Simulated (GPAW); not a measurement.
Zn in GPAW: the effect of functional

Crystal: Zn.

```
Zn
1.0
     0.00000    1.96478    1.96478
     1.96478    0.00000    1.96478
     1.96478    1.96478    0.00000
Zn
1
Cartesian
  0.0000 0.0000 0.0000
```

This isn't the form of Zn at room conditions, which is hcp.

Alike in all runs:

```yaml
Program: GPAW 26.7.0
Task: band structure
Cutoff: 600 eV
Basis: pw
k_mesh: 12 × 12 × 12
Occupations: fermi-dirac, width 0.05 eV
Spin: no spin polarisation
```

Question: One run gave: pressure -4.3 GPa. Which functional did it use?
A. RPBE
B. r2SCAN
C. revPBE
D. BLYP
E. LDA

Answer: B.

```csv
functional,potentials or basis,pressure (GPa)
LDA,the program's PAW data sets (release 1.2.1) made for this functional,-8.9
PBEsol,PAW data sets generated in the run's folder for this functional,-5.4
RPBE,the program's PAW data sets (release 1.2.1) made for this functional,2.8
revPBE,the program's PAW data sets (release 1.2.1) made for this functional,1.9
BLYP,PAW data sets generated in the run's folder for this functional,5.6
r2SCAN,GPAW PAW data sets (gpaw-data 1.2.1),-4.3
```

Caveats: the PAW data sets were made with another functional, which shifts forces and pressure a little (some runs).

Runs at the PBE level aren't shown here.
